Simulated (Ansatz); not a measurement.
## Stationary points along a deformation path in MgO

Computed with DFT r2SCAN, scalar-relativistic, plane waves, PAW in Ansatz. Cutoff 500 eV, Γ-centred 12×12×6 k-points, Gaussian smearing of 0.05 eV. No spin polarisation. Energies are free energies at this smearing, counted from the undisturbed cell; pressure is positive in compression.

Reference structure (relaxed at this level; this form isn't the usual structure):

```yaml
crystal:
  lattice:
    - [3.48410, 0.00000, 0.00000]
    - [-1.74205, 3.01732, 0.00000]
    - [0.00000, 0.00000, 4.18569]
  atoms:
    - { symbol: Mg, position: [0.66667, 0.33333, 0.75000] }
    - { symbol: Mg, position: [0.33333, 0.66667, 0.25000] }
    - { symbol: O, position: [0.66667, 0.33333, 0.25000] }
    - { symbol: O, position: [0.33333, 0.66667, 0.75000] }
```

At fixed volume and fractional coordinates, lengths along (0.000, 0.000, 1.000) are scaled against those across it; ρ is that ratio over its starting value. V = 11.001 Å³/atom. Δσ is the stress along the axis less the mean stress across it (compression positive).

| ρ | ΔE (meV/atom) | Δσ (GPa) | space group |
| --- | --- | --- | --- |
| 0.800 | 303.3 | 71.87 | P6_3/mmc |
| 0.850 | 144.0 | 44.29 | P6_3/mmc |
| 0.920 | 33.2 | 18.55 | P6_3/mmc |
| 0.960 | 7.4 | 8.22 | P6_3/mmc |
| 1.000 | 0.0 | -0.03 | P6_3/mmc |
| 1.050 | 9.6 | -8.36 | P6_3/mmc |
| 1.100 | 35.0 | -15.33 | P6_3/mmc |
| 1.200 | 120.3 | -27.46 | P6_3/mmc |
| 1.300 | 242.2 | -39.37 | P6_3/mmc |

Problem. How does the stress give the slope of the energy, and where is the energy stationary?

Solution. Along the path d ln(length) is 2/3 d ln ρ on the axis and −1/3 d ln ρ across it, so dE/d ln ρ = −(2/3) V Δσ: the energy falls with ρ where Δσ is positive. Δσ vanishes or changes sign at ρ = 1.000 (P6_3/mmc), a minimum at 0.0 meV/atom. Pairs of stationary points between two samples would go unseen, and could change a minimum read from distant neighbours into a maximum.

Problem. Integrate that slope from ρ = 1 to 0.850 by the trapezoid rule.

Solution. With V/N in Å³ and 1 eV/Å³ = 160.2 GPa the slopes at ρ = 1.000, 0.960, 0.920, 0.850 are 1, -376, -849, -2027 meV/atom per unit of ln ρ. The steps add 7.7 + 26.1 + 113.8 = 147.5 meV/atom, against 144.0 from the energies; the trapezoid rule misses the curvature of the slope within each step.

Cost: 9 runs of about 1.2 core-minutes in all, on Arm Neoverse V2 (shared hosts).